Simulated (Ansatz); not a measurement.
Input, command and steps of an Ansatz relaxation.

```yaml
crystal:
  lattice:
    - [3.7327807581, 0.0, 0.0]
    - [0.0, 3.7327807581, 0.0]
    - [0.0, 0.0, 5.3737676885]
  atoms:
    - { symbol: C, position: [0.0, 0.0, 0.0], spin: -0.26 }
    - { symbol: C, position: [0.5, 0.5, 0.5], spin: -0.26 }
    - { symbol: O, position: [0.0, 0.5, 0.203], spin: 1.21 }
    - { symbol: O, position: [0.0, 0.5, 0.703], spin: 1.21 }
    - { symbol: O, position: [0.5, 0.0, 0.297], spin: 1.21 }
    - { symbol: O, position: [0.5, 0.0, 0.797], spin: 1.21 }
basis:
  ecutwfc: 420
kpoints:
  mp_grid: { grid: [6, 6, 4] }
hamiltonian:
  xc: pbe
scf:
  occupations: { method: gaussian, width: 0.1 }
  lower_state_search: "off"
output:
  forces: true
  stress: true
  eigenvalues: true
  populations: true
magnetization:
  spin_polarized: true
relax:
  adjacent_minimum: "off"
  f_tol: 0.04
  max_steps: 70
  cell: { stress_tol: 0.4 }
```

```bash
ansatz run input.yaml --threads 1 --pin off --max-ram 2560MiB --backend cpu --events-out ev --progress --plain --runs-dir out
```

Method: Ansatz, DFT PBE, scalar-relativistic, plane waves, PAW.

Of 38 frames 10 are shown, positions in Å and forces in eV/Å; the SCF threshold varies from step to step. Steps run on the plane waves of an earlier cell, with a Pulay correction in the pressure. The basis is chosen afresh for the last frame, the zero of the energies, and at times for earlier ones too; energy and pressure step there, also at an unchanged geometry. Here that happened at steps 14 (-100 meV/atom, 11.1 GPa), 20 (-26 meV/atom, 4.0 GPa), 25 (-12 meV/atom, 0.8 GPa), 29 (-5 meV/atom, 0.3 GPa); the frames before carry an error of that size. The end is built of layers, and without a dispersion correction their distances are poorly fixed.

```xyz
6
Lattice="3.7328 0.0000 0.0000 0.0000 3.7328 0.0000 0.0000 0.0000 5.3738" Properties=species:S:1:pos:R:3:forces:R:3 pbc="T T T" step=1 free_energy_over_end_meV_per_atom=3312.73 pressure_GPa=-21.28
C     0.0000    0.0000    0.0000    0.0000    0.0000    0.0000
C     1.8664    1.8664    2.6869    0.0000    0.0000    0.0000
O     0.0000    1.8664    1.0909    0.0000    0.0000   -0.8586
O     0.0000    1.8664    3.7778    0.0000    0.0000   -0.8586
O     1.8664    0.0000    1.5960    0.0000    0.0000    0.8586
O     1.8664    0.0000    4.2829    0.0000    0.0000    0.8586
6
Lattice="2.9995 0.0000 0.0000 0.0000 2.9995 0.0000 0.0000 0.0000 5.3064" Properties=species:S:1:pos:R:3:forces:R:3 pbc="T T T" step=5 free_energy_over_end_meV_per_atom=1672.40 pressure_GPa=-35.19
C     0.0000    0.0000    0.0000    0.0000    0.0000    0.0000
C     1.4997    1.4997    2.6532    0.0000    0.0000    0.0000
O     0.0000    1.4997    0.7974    0.0000    0.0000   -2.0856
O     0.0000    1.4997    3.4507    0.0000    0.0000   -2.0856
O     1.4997    0.0000    1.8558    0.0000    0.0000    2.0856
O     1.4997    0.0000    4.5090    0.0000    0.0000    2.0856
6
Lattice="2.4306 0.0000 0.0000 0.0000 2.4306 0.0000 0.0000 0.0000 6.2796" Properties=species:S:1:pos:R:3:forces:R:3 pbc="T T T" step=9 free_energy_over_end_meV_per_atom=389.73 pressure_GPa=15.99
C     0.0000    0.0000    0.0000    0.0000    0.0000    0.0000
C     1.2153    1.2153    3.1398    0.0000    0.0000    0.0000
O     0.0000    1.2153    0.7361    0.0000    0.0000    0.7361
O     0.0000    1.2153    3.8759    0.0000    0.0000    0.7361
O     1.2153    0.0000    2.4037    0.0000    0.0000   -0.7361
O     1.2153    0.0000    5.5436    0.0000    0.0000   -0.7361
6
Lattice="2.3608 0.0000 0.0000 0.0000 2.3608 0.0000 0.0000 0.0000 7.0116" Properties=species:S:1:pos:R:3:forces:R:3 pbc="T T T" step=13 free_energy_over_end_meV_per_atom=247.15 pressure_GPa=0.07
C     0.0000    0.0000    0.0000    0.0000    0.0000    0.0000
C     1.1804    1.1804    3.5058    0.0000    0.0000    0.0000
O     0.0000    1.1804    0.7952    0.0000    0.0000    0.0017
O     0.0000    1.1804    4.3010    0.0000    0.0000    0.0017
O     1.1804    0.0000    2.7106    0.0000    0.0000   -0.0017
O     1.1804    0.0000    6.2164    0.0000    0.0000   -0.0017
6
Lattice="2.3415 0.0000 0.0000 0.0000 2.3415 0.0000 0.0000 0.0000 7.8177" Properties=species:S:1:pos:R:3:forces:R:3 pbc="T T T" step=17 free_energy_over_end_meV_per_atom=61.42 pressure_GPa=1.17
C     0.0000    0.0000    0.0000    0.0000    0.0000    0.0000
C     1.1708    1.1708    3.9088    0.0000    0.0000    0.0000
O     0.0000    1.1708    0.8156    0.0000    0.0000   -0.0393
O     0.0000    1.1708    4.7245    0.0000    0.0000   -0.0393
O     1.1708    0.0000    3.0932    0.0000    0.0000    0.0393
O     1.1708    0.0000    7.0020    0.0000    0.0000    0.0393
6
Lattice="2.3363 0.0000 0.0000 0.0000 2.3363 0.0000 0.0000 0.0000 8.5305" Properties=species:S:1:pos:R:3:forces:R:3 pbc="T T T" step=22 free_energy_over_end_meV_per_atom=20.11 pressure_GPa=1.18
C     0.0000    0.0000    0.0000    0.0000    0.0000    0.0000
C     1.1682    1.1682    4.2652    0.0000    0.0000    0.0000
O     0.0000    1.1682    0.8208    0.0000    0.0000    0.0290
O     0.0000    1.1682    5.0861    0.0000    0.0000    0.0290
O     1.1682    0.0000    3.4444    0.0000    0.0000   -0.0290
O     1.1682    0.0000    7.7096    0.0000    0.0000   -0.0290
6
Lattice="2.3346 0.0000 0.0000 0.0000 2.3346 0.0000 0.0000 0.0000 8.9766" Properties=species:S:1:pos:R:3:forces:R:3 pbc="T T T" step=26 free_energy_over_end_meV_per_atom=7.57 pressure_GPa=0.73
C     0.0000    0.0000    0.0000    0.0000    0.0000    0.0000
C     1.1673    1.1673    4.4883    0.0000    0.0000    0.0000
O     0.0000    1.1673    0.8233    0.0000    0.0000    0.0045
O     0.0000    1.1673    5.3115    0.0000    0.0000    0.0045
O     1.1673    0.0000    3.6650    0.0000    0.0000   -0.0045
O     1.1673    0.0000    8.1533    0.0000    0.0000   -0.0045
6
Lattice="2.3344 0.0000 0.0000 0.0000 2.3344 0.0000 0.0000 0.0000 9.3522" Properties=species:S:1:pos:R:3:forces:R:3 pbc="T T T" step=30 free_energy_over_end_meV_per_atom=3.12 pressure_GPa=0.35
C     0.0000    0.0000    0.0000    0.0000    0.0000    0.0000
C     1.1672    1.1672    4.6761    0.0000    0.0000    0.0000
O     0.0000    1.1672    0.8242    0.0000    0.0000   -0.0035
O     0.0000    1.1672    5.5003    0.0000    0.0000   -0.0035
O     1.1672    0.0000    3.8519    0.0000    0.0000    0.0035
O     1.1672    0.0000    8.5279    0.0000    0.0000    0.0035
6
Lattice="2.3346 0.0000 0.0000 0.0000 2.3346 0.0000 0.0000 0.0000 9.8697" Properties=species:S:1:pos:R:3:forces:R:3 pbc="T T T" step=34 free_energy_over_end_meV_per_atom=2.34 pressure_GPa=0.01
C     0.0000    0.0000    0.0000    0.0000    0.0000    0.0000
C     1.1673    1.1673    4.9349    0.0000    0.0000    0.0000
O     0.0000    1.1673    0.8243    0.0000    0.0000    0.0116
O     0.0000    1.1673    5.7592    0.0000    0.0000    0.0116
O     1.1673    0.0000    4.1105    0.0000    0.0000   -0.0116
O     1.1673    0.0000    9.0454    0.0000    0.0000   -0.0116
6
Lattice="2.3343 0.0000 0.0000 0.0000 2.3343 0.0000 0.0000 0.0000 10.0652" Properties=species:S:1:pos:R:3:forces:R:3 pbc="T T T" step=38 free_energy_over_end_meV_per_atom=0.00 pressure_GPa=0.07
C     0.0000    0.0000    0.0000    0.0000    0.0000    0.0000
C     1.1672    1.1672    5.0326    0.0000    0.0000    0.0000
O     0.0000    1.1672    0.8247    0.0000    0.0000    0.0051
O     0.0000    1.1672    5.8573    0.0000    0.0000    0.0051
O     1.1672    0.0000    4.2079    0.0000    0.0000   -0.0051
O     1.1672    0.0000    9.2405    0.0000    0.0000   -0.0051
```

The start puts this composition into another compound's structure type, which needn't suit it. At the end the space group is P4_2/nmc (tolerance 0.05 Å).

It took 3.7 min on 1 thread of Intel(R) Xeon(R) Platinum 8488C (Sapphire Rapids), on a shared host, peak memory 0.42 GiB.

The k mesh is coarse.